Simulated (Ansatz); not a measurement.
# ZnSe (Stilleite): field gradients as cell or settings change, part 2 of 2

Aim: how the field gradients at the nuclei of ZnSe (Stilleite) answer to changes of the structure. The cell is a COD entry.

Ansatz 0.2.0; DFT, PBE, plane-wave PAW, default files, scalar-relativistic. The steps go on from the part before.

**6. Volume scaled by 1.02, ions relaxed**

Contents of input.yaml:

```yaml
crystal:
  lattice:
    - [0.0, 2.8525674344, 2.8525674344]
    - [2.8525674344, 0.0, 2.8525674344]
    - [2.8525674344, 2.8525674344, 0.0]
  atoms:
    - { symbol: Zn, position: [0.0, 0.0, 0.0] }
    - { symbol: Se, position: [0.25, 0.25, 0.25] }
kpoints:
  mp_grid: { grid: [13, 13, 13] }
scf:
  occupations: { method: fermi_dirac, width: 0.02 }
hamiltonian:
  xc: pbe
  pseudopotentials: { kind: paw }
output:
  forces: true
  stress: true
  populations: true
  efg: { quadrupole_moments_barn: { Zn: 0.122 }, contact_densities: true }
relax:
  f_tol: 0.02
  max_steps: 60
```

Launch:

```console
> ansatz run input.yaml --threads 1 --pin off --max-ram 3072MiB --backend cpu --events-out ev --progress --plain --runs-dir out
```

What it wrote, shortened:

```text
Warning: output.stress: scf.convergence.dr2_threshold = 1e-7 eV (the SCF's general default) is looser than the 2e-10 eV advised for a printed stress (1e-10 eV for each atom of the cell: 2). What an SCF threshold leaves in a stress goes as its square root, and in the free energy as the [...]
Warning: RAYON_NUM_THREADS=1 ignored (pool sized by the plan → 1); use --threads N
[...]
Pseudopotentials: kind: paw
Pseudopotential: Zn, paw, valence charge 12, recommended cutoff 420 eV (normal), Zn.paw.azcp
Pseudopotential: Se, paw, valence charge 16, recommended cutoff 420 eV (normal), Se.paw.azcp
Functional definition: PBE
[...]
Crystal: 2 atoms, lattice volume = 46.423 Å³
Basis set: ecut = 420 eV, 893 PW (Γ), exchange–correlation on 54×54×54 points (8 copies of the dense FFT grid, shifted against one another)
Bands: 18, of which v1, the nominal top of the filled ones, is band 14 counted from 1 (13 counted from 0)
Symmetry: 24 space group operations
Space group: F-43m (ITA 216), of the structure as read, at distance tolerance 3.6e-5 Å
[...]
       -0.000000       0.000000       0.851639
  P = ⅓ Tr σ = 0.8516 GPa (8.516 kbar)
--- PAW observables at the nuclei: V_zz in 10²¹ V/m², potentials from the cell's mean, atoms counted from 1 ---
  atom   1  Zn V_zz =    +0.000000   η = 0.0000   by run symmetry: forbidden   C_q = +0.0000 MHz
            electrostatic potential = -3941.691653 V   contact ρ = 166606.442675 e/Å³
  atom   2  Se V_zz =    -0.000000   η = 0.0000   by run symmetry: forbidden
            electrostatic potential = -4709.301924 V   contact ρ = 262874.084816 e/Å³
--- Band table (eV; the first three rows and the last of 84) ---
  k-point 0: bands = ["-40.3015", "-40.3015", "-40.3015", "-40.2974", "-40.2974", "-6.6279", "0.0402", "0.0402", "0.0402", "0.3936", "0.3936", "6.5091", "6.5091", "6.5091", "7.7188", "12.3258", "12.3258", "12.3258"]
[...]
--- Relaxed structure (1 steps of the walk, 1 accepted, 0 SCFs on fresh bases) ---
  F+E_penalty+E_count = -8789.53534284 eV   max|allowed force component| = 1.365e-16 eV/Å
  atoms:
    - { symbol: Zn, position: [0.0, 0.0, 0.0] }
    - { symbol: Se, position: [0.25, 0.25, 0.25] }
--- Löwdin populations: 2 sites ---
  site symbol       q [e]
     0     Zn     10.7705
     1     Se     17.0345
  spilling = 0.006965 (of n_electrons = 28.000000)
```

Run time: 6.5 s. Hardware: 1 thread of Intel Xeon Platinum 8488C (Sapphire Rapids), shared host; peak memory 0.5 GiB.

No atom moved: the forces were under the tolerance from the start.

At the end: gap on the mesh 1.21 eV, largest force 0.000 eV/Å, pressure 0.9 GPa.

Beside the values of step 2 (V_zz in 10²¹ V/m²):

```csv
site,atoms,"V_zz, PBE","V_zz, V × 1.02","η, PBE","η, V × 1.02"
Zn,1,0.00,0.00,–,–
Se,2,0.00,0.00,–,–
```

**7. Volume scaled by 1.04, ions relaxed**

Edit input.yaml of step 6 so:

```diff
@@ -2,5 +2,5 @@
   lattice:
-    - [0.0, 2.8525674344, 2.8525674344]
-    - [2.8525674344, 0.0, 2.8525674344]
-    - [2.8525674344, 2.8525674344, 0.0]
+    - [0.0, 2.8710911186, 2.8710911186]
+    - [2.8710911186, 0.0, 2.8710911186]
+    - [2.8710911186, 2.8710911186, 0.0]
   atoms:
```

Launch:

```console
> ansatz run input.yaml --threads 1 --pin off --max-ram 3072MiB --backend cpu --events-out ev --progress --plain --runs-dir out
```

What it wrote:

```text
Warning: output.stress: scf.convergence.dr2_threshold = 1e-7 eV (the SCF's general default) is looser than the 2e-10 eV advised for a printed stress (1e-10 eV for each atom of the cell: 2). What an SCF threshold leaves in a stress goes as its square root, and in the free energy as the threshold itself, and one threshold admits the most on a small cell: of the crystals measured, under no hybrid functional and no lock of the moments, on runs that ended without the residual-converged pass, on stresses that held no estimate of that error, the worst erred by over 100 MPa in a component at 1e-7 eV an atom and by under 5 at 1e-10. Every solve of this run answers to scf.convergence.dr2_threshold, and the tensor of one is reported: a single SCF on the reported geometry and on this run's grids (its basis.xc_grid and basis.ecutrho_ratio typed), with scf.convergence.dr2_threshold at 2e-10 eV or tighter, prints it and tightens no other solve. Else set scf.convergence.dr2_threshold to 2e-10 eV or tighter. The threshold is an SCF's pass mark: one that does not reach it within its budget of iterations ends unconverged, or closes short of it on a stop that the run arms, and scf.convergence.dr2_threshold's page says what that costs each kind of run
Warning: RAYON_NUM_THREADS=1 ignored (pool sized by the plan → 1); use --threads N
Engine: ansatz 0.2.0, x86_64-unknown-linux-gnu
Pseudopotentials: kind: paw
Pseudopotential: Zn, paw, valence charge 12, recommended cutoff 420 eV (normal), Zn.paw.azcp
Pseudopotential: Se, paw, valence charge 16, recommended cutoff 420 eV (normal), Se.paw.azcp
Functional definition: PBE
  parameter kappa = 0.804
  parameter beta = 0.06672455060314922
  exchange = pbe_x(kappa = kappa, mu = beta*pi^2/3)
  correlation = pbe_c(beta = beta)
Crystal: 2 atoms, lattice volume = 47.334 Å³
Basis set: ecut = 420 eV, 941 PW (Γ), exchange–correlation on 60×60×60 points (8 copies of the dense FFT grid, shifted against one another)
Bands: 18, of which v1, the nominal top of the filled ones, is band 14 counted from 1 (13 counted from 0)
Symmetry: 24 space group operations
Space group: F-43m (ITA 216), of the structure as read, at distance tolerance 3.6e-5 Å
k-points: 84 of 2197 (time reversal used)
Non-local potential: Zn, projectors of the file, l = 0: 2, l = 1: 2, l = 2: 3, l = 3: 1
Non-local potential: Se, projectors of the file, l = 0: 2, l = 1: 2, l = 2: 3, l = 3: 1
PAW form: soft (Blöchl's): semilocal exchange-correlation on the pseudo side does not see the compensation charge
PAW one-centre angular grid: Zn, 590 points (default); XC on 64 Gauss nodes
PAW one-centre angular grid: Se, 590 points (default); XC on 64 Gauss nodes
Initial density: superposition of atomic densities (neutral atoms: chi_scale 0, normalization atom), corrected by the library's trained network
Initial wavefunctions: pseudopotential atomic-orbital guess
Functional: x = pbe(κ = 0.804, μ = 0.2195149727645171), c = pbe(β = 0.06672455060314922)
SCF iter   1: F=—  HF=-8789.537139 eV  |F-HF|=—  |Δ(HF+E_count)|=         —  Δρ=8.30e-4  dr2=5.55e-4  ethr=1.77e-3  ⟨swp⟩=6.0  Hψ=7706  notcnv=0
preconditioner: auto → none  [insulator: Δε(μ)=1.126 eV  Ē_g=11.727 eV  σ=0.020 eV  W_gap=1.00  n_scr=14 (ndim 8)  ℏωp=22.9 eV  f_vac=0.132  D(μ)=0.00/eV (n_scr^D=0)  ε∞_Penn≈4.8]
SCF iter   2: F=—  HF=-8789.536903 eV  |F-HF|=—  |Δ(HF+E_count)|=   2.35e-4  Δρ=4.36e-4  dr2=4.72e-5  ethr=1.98e-6  ⟨swp⟩=2.1  Hψ=3000  notcnv=0
SCF iter   3: F=—  HF=-8789.536924 eV  |F-HF|=—  |Δ(HF+E_count)|=   2.02e-5  Δρ=1.90e-4  dr2=1.20e-5  ethr=1.69e-7  ⟨swp⟩=2.0  Hψ=2184  notcnv=0
SCF iter   4: F=—  HF=-8789.536927 eV  |F-HF|=—  |Δ(HF+E_count)|=   3.32e-6  Δρ=8.09e-5  dr2=1.45e-6  ethr=4.28e-8  ⟨swp⟩=2.0  Hψ=2184  notcnv=0
iter 5 did not close the SCF: its close was put off for the readings that it lacked (scf_convergence_deferred on its scf_iter line)
SCF iter   5: F=-8789.536932 eV  HF=-8789.536932 eV  |F-HF|=1.18e-7  |Δ(HF+E_count)|=   5.39e-6  Δρ=9.60e-6  dr2=2.88e-8  ethr=5.18e-9  ⟨swp⟩=2.0  Hψ=2268  notcnv=0
SCF iter   6: F=-8789.536932 eV  HF=-8789.536932 eV  |F-HF|=4.20e-9  |Δ(HF+E_count)|=   1.35e-7  Δρ=2.51e-6  dr2=1.78e-9  ethr=1.03e-10  ⟨swp⟩=2.5  Hψ=5421  notcnv=0
SCF 1 converged in 6 iterations: F = -8789.536932 eV  dr2 = 1.78e-9
relax step   1: F+E_penalty+E_count = -8789.53693249 eV  Δ(F+E_penalty+E_count) = +0.000e0 eV  max|allowed force component| = 1.318e-16 eV/Å  Δτ_max = 0.0000 Å  (6 SCF iters, accepted)
NSCF: frozen V_eff on 84 k-points
the band table was solved once a step of the walk had ended and its energy, with any forces and stress, was formed, with the checks that follow a solve (7299 applications of the Hamiltonian). They found nothing against the state; the energy, forces and stress were not computed again (output.eigenvalues in the input reference)
SCF converged after 6 iterations
Free energy (F): -8789.536932 eV
Harris-Foulkes:  -8789.536932 eV  (|F-HF|=4.20e-9)
Internal energy: -8789.536932 eV  (E = F + TS)
E sigma→0 (E₀):  -8789.536932 eV
Fermi energy:    6.833108 eV
--- Per-component energies (eV) ---
  E_band       = -393.223277
  E_kinetic    = 249.218165
  E_local      = -4449.588889  (includes V_loc(G=0)·N_el)
  E_nonlocal   = 18.736417
  E_hartree    = 2058.486902
  E_xc         = -240.959996
  E_vxc        = -149.561746  (∫ρ·V_xc dr)
  E_paw        = -3739.826683  (= ΣΔE_a)
  E_vpaw       = -178.998589  (= ΣTr[D̂ρ^β])
  E_aug_tail   = -0.000924  (compensation charges beyond the density's cutoff)
  E_ewald      = -2685.601925
  E_smearing   = -0.000000  (= −TS)
  E_closure    = -0.000000  (closes the sum)
  Σ components = -8789.536932   (vs F -8789.536932, Δ=0.00e0)
--- Forces (eV/Å), atoms counted from 1 ---
  atom   1  Zn     0.00000000     0.00000000    -0.00000000
  atom   2  Se    -0.00000000     0.00000000    -0.00000000
  max |Σ_I F_I| component: 1.43e-16 eV/Å
--- Stress (GPa, compression-positive) ---
       -0.272941       0.000000      -0.000000
        0.000000      -0.272941       0.000000
       -0.000000       0.000000      -0.272941
  P = ⅓ Tr σ = -0.2729 GPa (-2.729 kbar)
--- PAW observables at the nuclei: V_zz in 10²¹ V/m², potentials from the cell's mean, atoms counted from 1 ---
  atom   1  Zn V_zz =    -0.000000   η = 0.0000   by run symmetry: forbidden   C_q = -0.0000 MHz
            electrostatic potential = -3941.442098 V   contact ρ = 166606.112433 e/Å³
  atom   2  Se V_zz =    +0.000000   η = 0.0000   by run symmetry: forbidden
            electrostatic potential = -4709.048356 V   contact ρ = 262874.681413 e/Å³
--- Band table (eV; the first three rows and the last of 84) ---
  k-point 0: bands = ["-40.5217", "-40.5217", "-40.5217", "-40.5179", "-40.5179", "-6.7667", "-0.1537", "-0.1537", "-0.1537", "0.1826", "0.1826", "6.2515", "6.2515", "6.2515", "7.3852", "12.0721", "12.0721", "12.0721"]
  k-point 1: bands = ["-40.5217", "-40.5217", "-40.5217", "-40.5179", "-40.5179", "-6.7306", "-0.1509", "-0.1479", "-0.1479", "0.1821", "0.1821", "5.5940", "6.1950", "6.1950", "7.9403", "12.0009", "12.1712", "12.1712"]
  k-point 2: bands = ["-40.5217", "-40.5216", "-40.5216", "-40.5179", "-40.5179", "-6.6280", "-0.1378", "-0.1326", "-0.1326", "0.1812", "0.1812", "4.5682", "6.0470", "6.0470", "8.5912", "12.0393", "12.4108", "12.4108"]
  k-point 83: bands = ["-40.5216", "-40.5215", "-40.5214", "-40.5179", "-40.5178", "-5.8027", "-0.0401", "0.0286", "0.1452", "0.1695", "0.4414", "1.7641", "3.5608", "3.9394", "11.4760", "11.7107", "13.0772", "14.2986"]
--- Relaxed structure (1 steps of the walk, 1 accepted, 0 SCFs on fresh bases) ---
  F+E_penalty+E_count = -8789.53693249 eV   max|allowed force component| = 1.318e-16 eV/Å
  atoms:
    - { symbol: Zn, position: [0.0, 0.0, 0.0] }
    - { symbol: Se, position: [0.25, 0.25, 0.25] }
--- Löwdin populations: 2 sites ---
  site symbol       q [e]
     0     Zn     10.7770
     1     Se     17.0296
  spilling = 0.006908 (of n_electrons = 28.000000)
```

Wall time 6.3 s (1 thread of Intel Xeon Platinum 8488C (Sapphire Rapids), shared host); peak memory 0.51 GiB.

No atom moved: the forces were under the tolerance from the start.

State: gap on the mesh 1.13 eV, largest force 0.000 eV/Å, pressure -0.3 GPa.

What changed since step 2 (V_zz in 10²¹ V/m²):

```csv
site,atoms,"V_zz, PBE","V_zz, V × 1.04","η, PBE","η, V × 1.04"
Zn,1,0.00,0.00,–,–
Se,2,0.00,0.00,–,–
```

**8. Volume scaled by 1.06, ions relaxed**

Edit input.yaml of step 7 so:

```diff
@@ -2,5 +2,5 @@
   lattice:
-    - [0.0, 2.8710911186, 2.8710911186]
-    - [2.8710911186, 0.0, 2.8710911186]
-    - [2.8710911186, 2.8710911186, 0.0]
+    - [0.0, 2.8893788162, 2.8893788162]
+    - [2.8893788162, 0.0, 2.8893788162]
+    - [2.8893788162, 2.8893788162, 0.0]
   atoms:
```

Launch:

```console
> ansatz run input.yaml --threads 1 --pin off --max-ram 3072MiB --backend cpu --events-out ev --progress --plain --runs-dir out
```

What it wrote, shortened:

```text
Warning: output.stress: scf.convergence.dr2_threshold = 1e-7 eV (the SCF's general default) is looser than the 2e-10 eV advised for a printed stress (1e-10 eV for each atom of the cell: 2). What an SCF threshold leaves in a stress goes as its square root, and in the free energy as the [...]
Warning: RAYON_NUM_THREADS=1 ignored (pool sized by the plan → 1); use --threads N
[...]
Pseudopotentials: kind: paw
Pseudopotential: Zn, paw, valence charge 12, recommended cutoff 420 eV (normal), Zn.paw.azcp
Pseudopotential: Se, paw, valence charge 16, recommended cutoff 420 eV (normal), Se.paw.azcp
Functional definition: PBE
[...]
Crystal: 2 atoms, lattice volume = 48.244 Å³
Basis set: ecut = 420 eV, 941 PW (Γ), exchange–correlation on 60×60×60 points (8 copies of the dense FFT grid, shifted against one another)
Bands: 18, of which v1, the nominal top of the filled ones, is band 14 counted from 1 (13 counted from 0)
Symmetry: 24 space group operations
Space group: F-43m (ITA 216), of the structure as read, at distance tolerance 3.6e-5 Å
[...]
        0.000000       0.000000      -1.283101
  P = ⅓ Tr σ = -1.2831 GPa (-12.831 kbar)
--- PAW observables at the nuclei: V_zz in 10²¹ V/m², potentials from the cell's mean, atoms counted from 1 ---
  atom   1  Zn V_zz =    +0.000000   η = 0.0000   by run symmetry: forbidden   C_q = +0.0000 MHz
            electrostatic potential = -3941.202089 V   contact ρ = 166605.816340 e/Å³
  atom   2  Se V_zz =    +0.000000   η = 0.0000   by run symmetry: forbidden
            electrostatic potential = -4708.806158 V   contact ρ = 262875.267666 e/Å³
--- Band table (eV; the first three rows and the last of 84) ---
  k-point 0: bands = ["-40.7335", "-40.7335", "-40.7335", "-40.7300", "-40.7300", "-6.9010", "-0.3420", "-0.3420", "-0.3420", "-0.0220", "-0.0220", "6.0044", "6.0044", "6.0044", "7.0648", "11.8275", "11.8275", "11.8275"]
[...]
--- Relaxed structure (1 steps of the walk, 1 accepted, 0 SCFs on fresh bases) ---
  F+E_penalty+E_count = -8789.53246793 eV   max|allowed force component| = 1.411e-16 eV/Å
  atoms:
    - { symbol: Zn, position: [0.0, 0.0, 0.0] }
    - { symbol: Se, position: [0.25, 0.25, 0.25] }
--- Löwdin populations: 2 sites ---
  site symbol       q [e]
     0     Zn     10.7834
     1     Se     17.0247
  spilling = 0.006853 (of n_electrons = 28.000000)
```

Run time: 6.5 s. Hardware: 1 thread of Intel Xeon Platinum 8488C (Sapphire Rapids), shared host; peak memory 0.52 GiB.

No atom moved: the forces were under the tolerance from the start.

State: gap on the mesh 1.06 eV, largest force 0.000 eV/Å, pressure -1.3 GPa.

What changed since step 2 (V_zz in 10²¹ V/m²):

```csv
site,atoms,"V_zz, PBE","V_zz, V × 1.06","η, PBE","η, V × 1.06"
Zn,1,0.00,0.00,–,–
Se,2,0.00,0.00,–,–
```

**9. Summary of results**

This closing draws on all 2 parts.

| quantity | value |
| --- | --- |
| state (step 2) | gap on the mesh 1.29 eV, largest force 0.000 eV/Å, pressure 2.1 GPa |
| V_zz by site, step 2 (10²¹ V/m²) | all zero by symmetry |
| contact density, step 2 (a₀⁻³) | Zn 24688.6, Se 38953.8 |

What this shows: All gradients vanish by symmetry in step 2. Measured gap of ZnSe: 2.695 eV (an exciton energy, a little under the gap; 300 K; “Alloy Disordering Effects on the Thermal Conductivity and Energy Gap Temperature Dependence of Cd1−xZnxSe Ternary Crystals Grown by the Bridgman Method”, 2023, pmc:10253836). This calculation gives 1.29 eV (-52.2 %). So large a miss can be the level of theory's own, or it may mean another phase, state or a wrong row. The value is read on the mesh alone. It is a Kohn-Sham gap, which semilocal functionals mostly give too small.
